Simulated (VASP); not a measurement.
# Pb (P6_3/mmc) in VASP: notebook, part 2 of 2

VASP 6.6.1. Earlier steps stand in the parts before.

## Step 3: Single point, PBEsol

Input file INCAR:

```
PREC = Accurate
ENCUT = 450
EDIFF = 1E-6
ISMEAR = -1
SIGMA = 0.02
LREAL = False
LASPH = True
NELM = 100
ALGO = Normal
ISIF = 2
LWAVE = False
LCHARG = False
GGA = PS
ADDGRID = False
```

Input file KPOINTS:

```
regular mesh
0
Gamma
  14 14 8
```

Input file POSCAR:

```
Pb
1.0
    3.4800000000      0.0000000000      0.0000000000
   -1.7400000000      3.0137684052      0.0000000000
    0.0000000000      0.0000000000      5.5900000000
Pb
2
Direct
    0.6916670000      0.3496840000      0.7502860000
    0.3559200000      0.6835750000      0.2530120000
```

Potentials or basis: VASP PAW PBE potentials, release 64 (Pb_d).

Run with:

```bash
$ cat potpaw_PBE.64/Pb_d/POTCAR > POTCAR
$ mpirun -np 1 vasp_std > vasp.out
```

OUTCAR:

```text
PREC = Accurate
   ENCUT = 450
   EDIFF = 1E-6
   ISMEAR = -1
   LREAL = False
   LASPH = True
   NELM = 100
   ISIF = 2
   GGA = PS

 Found    788 irreducible k-points:

 Following reciprocal coordinates:
            Coordinates               Weight
  0.000000  0.000000  0.000000      1.000000
  0.071429  0.000000  0.000000      2.000000
  0.000000  0.071429  0.000000      2.000000
 -0.071429  0.071429  0.000000      2.000000
  0.142857  0.000000  0.000000      2.000000
  0.000000  0.142857  0.000000      2.000000
   k-points           NKPTS =    788   k-points in BZ     NKDIM =    788   number of bands    NBANDS=     18
   number of dos      NEDOS =    301   number of ions     NIONS =      2
   total plane-waves  NPLWV =  23040
   dimension x,y,z NGX =    24 NGY =   24 NGZ =   40
   dimension x,y,z NGXF=    48 NGYF=   48 NGZF=   80
   ions per type =               2
   NGX,Y,Z   is equivalent  to a cutoff of  11.47, 11.47, 11.90 a.u.
   NGXF,Y,Z  is equivalent  to a cutoff of  22.93, 22.93, 23.79 a.u.
 SYSTEM =  unknown system
   PREC   = accura    normal or accurate (medium, high low for compatibility)
   ISTART =      0    job   : 0-new  1-cont  2-samecut
   ICHARG =      2    charge: 1-file 2-atom 10-const
   ISPIN  =      1    spin polarized calculation?
   LNONCOLLINEAR =      F non collinear calculations
   LSORBIT =      F    spin-orbit coupling
   LASPH  =      T    aspherical Exc in radial PAW
   ENCUT  =  450.0 eV  33.07 Ry    5.75 a.u.   6.02  6.02  9.67*2*pi/ulx,y,z
   NELM   =    100;   NELMIN=  2; NELMDL= -5     # of ELM steps
   EDIFF  = 0.1E-05   stopping-criterion for ELM
   LREAL  =      F    real-space projection
   EDIFFG = 0.1E-04   stopping-criterion for IOM
   NSW    =      0    number of steps for IOM
   IBRION =     -1    ionic relax: 0-MD 1-quasi-New 2-CG
   NFREE  =      0    steps in history (QN), initial steepest desc. (CG)
   ISIF   =      2    stress and relaxation
   ISYM   =      2    0-nonsym 1-usesym 2-fastsym
   POTIM  = 0.5000    time-step for ionic-motion
   TEBEG  =    0.0;   TEEND  =   0.0 temperature during run
   PSTRESS=    0.0 pullay stress
   NELECT =      28.0000    total number of electrons
   NUPDOWN=      -1.0000    fix difference up-down
   EMIN   =  10.00;   EMAX   =-10.00  energy-range for DOS
   EFERMI =   0.00;   METHOD = LEGACY
   ISMEAR =    -1;   SIGMA  =   0.02  broadening in eV -4-tet -1-fermi 0-gaus
   EFERMI_NEDOS =   21; number of points for ismear=-14 and -15
   IALGO  =     38    algorithm
   IMIX   =      4    mixing-type and parameters
     AMIX     =   0.40;   BMIX     =  1.00
     AMIX_MAG =   1.60;   BMIX_MAG =  1.00
  volume/ion in A,a.u.               =      29.31       197.82
  Fermi-wavevector in a.u.,A,eV,Ry     =   1.279658  2.418203 22.279870  1.637524
  Thomas-Fermi vector in A             =   2.412131
   LORBIT       =      0    0 simple, 1 ext, 2 COOP (PROOUT), +10 PAW based schemes
   GGA     = PS    functional components
   LHFCALC =     F    Hartree Fock is set to
   AEXX    =    0.0000 exact exchange contribution
   IVDW    =     0    specifies the selected vdW correction
   LEPSILON=     F    determine dielectric tensor
   LRPA    =     F    only Hartree local field effects (RPA)
 non-spin polarized calculation
  energy-cutoff  :      450.00
  volume of cell :       58.63
 maximum number of plane-waves:      1292
   NGX = 13   NGY = 13   NGZ = 19

 number of electron      28.0000002 magnetization

 Free energy of the ion-electron system (eV)
  ---------------------------------------------------
  ext. energy  EPLUGINS =         0.00000000
  ---------------------------------------------------
  free energy    TOTEN  =        -7.96460334 eV

  energy without entropy =       -7.96292121  energy(sigma->0) =       -7.96376227

 E-fermi :   7.4311     XC(G=0): -10.5063

 val. band max:        7.4309559734   @ k =   0.0714  -0.2857   0.1250
 cond. band min:       7.4348896208   @ k =  -0.3571  -0.4286   0.0000
 fundamental gap:      0.0039336473
 Fermi energy:         7.4310669924

 k-point     1 :       0.0000    0.0000    0.0000
  band No.  band energies     occupation
      1      -9.5727      2.00000
      2      -9.5223      2.00000
      3      -9.5107      2.00000
      4      -9.5102      2.00000
      5      -9.4857      2.00000
      6      -9.4851      2.00000
[... 10 lines left out ...]
     17      14.9670      0.00000
     18      15.6180      0.00000
[... 85 lines left out ...]
 k-point     6 :       0.0000    0.1429    0.0000
  band No.  band energies     occupation
      1      -9.5795      2.00000
      2      -9.5268      2.00000
      3      -9.4857      2.00000
      4      -9.4668      2.00000
      5      -9.4614      2.00000
      6      -9.4607      2.00000
[... 10 lines left out ...]
     17      14.9843      0.00000
     18      15.1197      0.00000

 [... further k-points ...]

------------------------ aborting loop because EDIFF is reached ----------------------------------------

  FORCE on cell =-STRESS in cart. coord.  units (eV):
  Direction    XX          YY          ZZ          XY          YZ          ZX
  --------------------------------------------------------------------------------------
  -------------------------------------------------------------------------------------
  Total        0.1189236      0.1176107      0.8504870     -0.0055691     -0.0000662      0.0004004
  in kB        3.2499565      3.2140786     23.2422065     -0.1521938     -0.0018096      0.0109417
  external PRESSURE =       9.9020805 kB  Pullay stress =       0.0000000 kB

 VOLUME and BASIS-vectors are now :
 -----------------------------------------------------------------------------
  energy-cutoff  :      450.00
  volume of cell :       58.63
      direct lattice vectors                 reciprocal lattice vectors
     3.480000000  0.000000000  0.000000000     0.287356322  0.165905250  0.000000000
    -1.740000000  3.013768405  0.000000000     0.000000000  0.331810500  0.000000000
     0.000000000  0.000000000  5.590000000     0.000000000  0.000000000  0.178890877

 POSITION                                       TOTAL-FORCE (eV/Angst)
 -----------------------------------------------------------------------------------
      1.79855      1.05387      4.19410        -0.001526      0.000354      0.039138
      0.04918      2.06014      1.41434         0.001526     -0.000354     -0.039138
 -----------------------------------------------------------------------------------
    total drift:                               -0.000051      0.000037     -0.000070

  FREE ENERGIE OF THE ION-ELECTRON SYSTEM (eV)
  ---------------------------------------------------
  free  energy   TOTEN  =        -7.9646033365 eV

  energy  without entropy=       -7.9629212114  energy(sigma->0) =       -7.96376227
```

OSZICAR:

```text
N       E                     dE             d eps       ncg     rms          rms(c)
DAV:   1     0.270319264919E+03    0.27032E+03   -0.13630E+04 28374   0.175E+03
DAV:   2     0.999166215548E+01   -0.26033E+03   -0.25707E+03 28428   0.421E+02
DAV:   3    -0.749709669338E+01   -0.17489E+02   -0.17285E+02 34456   0.140E+02
DAV:   4    -0.798272813306E+01   -0.48563E+00   -0.48362E+00 33120   0.273E+01
DAV:   5    -0.800261398892E+01   -0.19886E-01   -0.19884E-01 34014   0.481E+00    0.874E-01
DAV:   6    -0.797282434599E+01    0.29790E-01   -0.56562E-02 37002   0.359E+00    0.408E-01
DAV:   7    -0.796512753429E+01    0.76968E-02   -0.21279E-02 37034   0.214E+00    0.130E-01
DAV:   8    -0.796460568387E+01    0.52185E-03   -0.10357E-03 36396   0.516E-01    0.126E-02
DAV:   9    -0.796460331568E+01    0.23682E-05   -0.32524E-05 36728   0.951E-02    0.614E-03
DAV:  10    -0.796460333653E+01   -0.20851E-07   -0.15012E-06 22816   0.143E-02
   1 F= -.79646033E+01 E0= -.79637623E+01  d E =-.168213E-02
```

Wall time 1.9 min (1 thread of Intel Xeon 6975P-C (Granite Rapids), shared host); peak memory 0.6 GiB.

The run converged, but some of its settings lie outside the range that counts as converged, so its numbers aren't taken as properties of the crystal.

Results:

| Quantity | Value |
| --- | --- |
| Free energy | -7.9646 eV |
| Pressure | 1.0 GPa |
| Largest force | 0.039 eV/Å |
| Band gap on the k mesh | none (metal or under the smearing width) |

Caveat: the PAW data sets were made with another functional, which shifts forces and pressure a little.

## Step 4: Single point, PBEsol

INCAR: that of step 3 with these lines changed.

```diff
@@ -1,2 +1,2 @@
-PREC = Accurate
+PREC = Low
 ENCUT = 450
@@ -4,3 +4,3 @@
 ISMEAR = -1
-SIGMA = 0.02
+SIGMA = 0.2
 LREAL = False
```

KPOINTS is that of step 3.

Input file POSCAR:

```
Pb
1.0
    3.4800000000      0.0000000000      0.0000000000
   -1.7400000000      3.0137684052      0.0000000000
    0.0000000000      0.0000000000      5.5900000000
Pb
2
Direct
    0.6666666667      0.3333333333      0.7500000000
    0.3333333333      0.6666666667      0.2500000000
```

Run with:

```bash
$ cat potpaw_PBE.64/Pb_d/POTCAR > POTCAR
$ mpirun -np 1 vasp_std > vasp.out
```

Wall time 15 s (1 thread of Intel Xeon 6975P-C (Granite Rapids), shared host); peak memory 0.17 GiB.

These settings aren't checked as converged: the numbers below hold their error.

What came out:

```
Free energy            : -8.0365 eV
Pressure               : 1.2 GPa
Band gap on the k mesh : none (metal or under the smearing width)
```

Caveat: the PAW data sets were made with another functional, which shifts forces and pressure a little.

## Step 5: Single point, PBEsol

INCAR is that of step 4.

KPOINTS is that of step 4.

Input file POSCAR:

```
Pb
1.0
    3.4800000000      0.0000000000      0.0000000000
   -1.7400000000      3.0137684052      0.0000000000
    0.0000000000      0.0000000000      5.5900000000
Pb
2
Direct
    0.6916670000      0.3496840000      0.7502860000
    0.3559200000      0.6835750000      0.2530120000
```

Run with:

```bash
$ cat potpaw_PBE.64/Pb_d/POTCAR > POTCAR
$ mpirun -np 1 vasp_std > vasp.out
```

Run time: 91 s. Hardware: 1 thread of Intel Xeon 6975P-C (Granite Rapids), shared host; peak memory 0.56 GiB.

The run converged, but some of its settings lie outside the range that counts as converged, so its numbers aren't taken as properties of the crystal.

Results:

```
Free energy            : -8.0389 eV
Pressure               : 1.2 GPa
Largest force          : 0.037 eV/Å
Band gap on the k mesh : none (metal or under the smearing width)
```

Caveat: the PAW data sets were made with another functional, which shifts forces and pressure a little.

## Step 6: Single point, PBEsol

INCAR: that of step 5 with these lines changed.

```diff
@@ -1,2 +1,2 @@
-PREC = Low
+PREC = Normal
 ENCUT = 450
```

KPOINTS is that of step 5.

Input file POSCAR:

```
Pb
1.0
    3.4800000000      0.0000000000      0.0000000000
   -1.7400000000      3.0137684052      0.0000000000
    0.0000000000      0.0000000000      5.5900000000
Pb
2
Direct
    0.6666666667      0.3333333333      0.7500000000
    0.3333333333      0.6666666667      0.2500000000
```

Potentials or basis: VASP PAW PBE potentials, release 64 (Pb_d).

Run with:

```bash
$ cat potpaw_PBE.64/Pb_d/POTCAR > POTCAR
$ mpirun -np 1 vasp_std > vasp.out
```

Wall time 15 s (1 thread of Intel Xeon 6975P-C (Granite Rapids), shared host); peak memory 0.18 GiB.

The run converged, but some of its settings lie outside the range that counts as converged, so its numbers aren't taken as properties of the crystal.

What came out:

```
Free energy            : -8.0369 eV
Pressure               : 1.1 GPa
Band gap on the k mesh : none (metal or under the smearing width)
```

Caveat: the PAW data sets were made with another functional, which shifts forces and pressure a little.

## Step 7: The reference run

An earlier run on the cell as given: functional PBEsol; potentials or basis VASP PAW PBE potentials, release 64 (Pb_d); cutoff 520 eV; k mesh 9 × 9 × 5; occupations fermi-dirac, width 0.05 eV; no spin polarisation.

- Pressure: 1.0 GPa
- Band gap on the k mesh: none (metal or under the smearing width)
